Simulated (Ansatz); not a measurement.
# Where the states of AgBr lie

```cif
data_structure
_symmetry_space_group_name_H-M 'P 1'
_symmetry_Int_Tables_number 1
_cell_length_a 4.0815
_cell_length_b 4.0815
_cell_length_c 4.0815
_cell_angle_alpha 60.000
_cell_angle_beta 60.000
_cell_angle_gamma 60.000
_cell_volume 48.08
loop_
_atom_site_label
_atom_site_type_symbol
_atom_site_fract_x
_atom_site_fract_y
_atom_site_fract_z
_atom_site_occupancy
Ag1 Ag 0.50000 0.50000 0.50000 1
Br1 Br 0.00000 0.00000 0.00000 1
```

The runs use the primitive cell with vectors (0.000, 2.886, 2.886), (2.886, 0.000, 2.886), (2.886, 2.886, 0.000) Å, to which the k mesh refers.

The geometry is COD entry 9011682, unchecked; take it as a test cell.

Level of theory: DFT, LDA, all-electron LAPW, scalar-relativistic in Ansatz 0.2.0.

Numerical set-up: a Γ-centred 7×7×7 k mesh, Fermi–Dirac smearing of 0.03 eV, basis error target 0.5 meV/atom, no spin polarisation.

States per eV and cell, averaged over 0.4 eV, from -5.4 to 6.4 eV, with energies (bin centres) from the valence-band top; empty bins are left out. The partial columns, the largest 3 alone, are projections on Löwdin-orthogonalised atomic shells (those that the program's projection atoms carry: the occupied ones and, for some elements, an empty d or f shell; other empty shells have no column), summed over atoms of an element. Weights on diffuse s and p shells depend on that basis and aren't pure angular character.

```json
{"E (eV)": "-5.3", "total": "0.01", "Ag 4d": "0.00", "Br 4p": "0.01", "Ag 5s": "0.00"}
{"E (eV)": "-4.9", "total": "1.24", "Ag 4d": "0.23", "Br 4p": "0.77", "Ag 5s": "0.23"}
{"E (eV)": "-4.5", "total": "2.84", "Ag 4d": "0.61", "Br 4p": "1.83", "Ag 5s": "0.36"}
{"E (eV)": "-4.1", "total": "3.95", "Ag 4d": "1.78", "Br 4p": "2.07", "Ag 5s": "0.06"}
{"E (eV)": "-3.7", "total": "4.75", "Ag 4d": "2.37", "Br 4p": "2.31", "Ag 5s": "0.04"}
{"E (eV)": "-3.3", "total": "2.00", "Ag 4d": "1.19", "Br 4p": "0.79", "Ag 5s": "0.01"}
{"E (eV)": "-2.9", "total": "1.52", "Ag 4d": "1.32", "Br 4p": "0.18", "Ag 5s": "0.00"}
{"E (eV)": "-2.5", "total": "8.72", "Ag 4d": "8.53", "Br 4p": "0.14", "Ag 5s": "0.01"}
{"E (eV)": "-2.1", "total": "5.96", "Ag 4d": "4.59", "Br 4p": "1.05", "Ag 5s": "0.25"}
{"E (eV)": "-1.7", "total": "2.60", "Ag 4d": "1.37", "Br 4p": "1.14", "Ag 5s": "0.04"}
{"E (eV)": "-1.3", "total": "2.18", "Ag 4d": "1.02", "Br 4p": "1.05", "Ag 5s": "0.06"}
{"E (eV)": "-0.9", "total": "1.88", "Ag 4d": "0.83", "Br 4p": "0.98", "Ag 5s": "0.04"}
{"E (eV)": "-0.5", "total": "1.79", "Ag 4d": "0.75", "Br 4p": "1.00", "Ag 5s": "0.01"}
{"E (eV)": "-0.1", "total": "0.55", "Ag 4d": "0.22", "Br 4p": "0.32", "Ag 5s": "0.00"}
{"E (eV)": "0.7", "total": "0.00", "Ag 4d": "0.00", "Br 4p": "0.00", "Ag 5s": "0.00"}
{"E (eV)": "1.1", "total": "0.02", "Ag 4d": "0.00", "Br 4p": "0.00", "Ag 5s": "0.01"}
{"E (eV)": "1.5", "total": "0.06", "Ag 4d": "0.00", "Br 4p": "0.01", "Ag 5s": "0.04"}
{"E (eV)": "1.9", "total": "0.20", "Ag 4d": "0.00", "Br 4p": "0.03", "Ag 5s": "0.15"}
{"E (eV)": "2.3", "total": "0.36", "Ag 4d": "0.00", "Br 4p": "0.06", "Ag 5s": "0.26"}
{"E (eV)": "2.7", "total": "0.56", "Ag 4d": "0.01", "Br 4p": "0.10", "Ag 5s": "0.38"}
{"E (eV)": "3.1", "total": "0.91", "Ag 4d": "0.01", "Br 4p": "0.19", "Ag 5s": "0.58"}
{"E (eV)": "3.5", "total": "1.12", "Ag 4d": "0.01", "Br 4p": "0.22", "Ag 5s": "0.67"}
{"E (eV)": "3.9", "total": "1.44", "Ag 4d": "0.01", "Br 4p": "0.24", "Ag 5s": "0.68"}
{"E (eV)": "4.3", "total": "0.32", "Ag 4d": "0.00", "Br 4p": "0.03", "Ag 5s": "0.08"}
{"E (eV)": "5.1", "total": "0.33", "Ag 4d": "0.00", "Br 4p": "0.05", "Ag 5s": "0.11"}
{"E (eV)": "5.5", "total": "1.14", "Ag 4d": "0.00", "Br 4p": "0.08", "Ag 5s": "0.18"}
{"E (eV)": "5.9", "total": "0.99", "Ag 4d": "0.00", "Br 4p": "0.05", "Ag 5s": "0.09"}
{"E (eV)": "6.3", "total": "0.96", "Ag 4d": "0.00", "Br 4p": "0.03", "Ag 5s": "0.04"}
```

(1) Where is the centre of the filled Ag 4d states between -14 eV and the top of the filled states?

Results:

(1) -2.57 eV from the valence-band top.
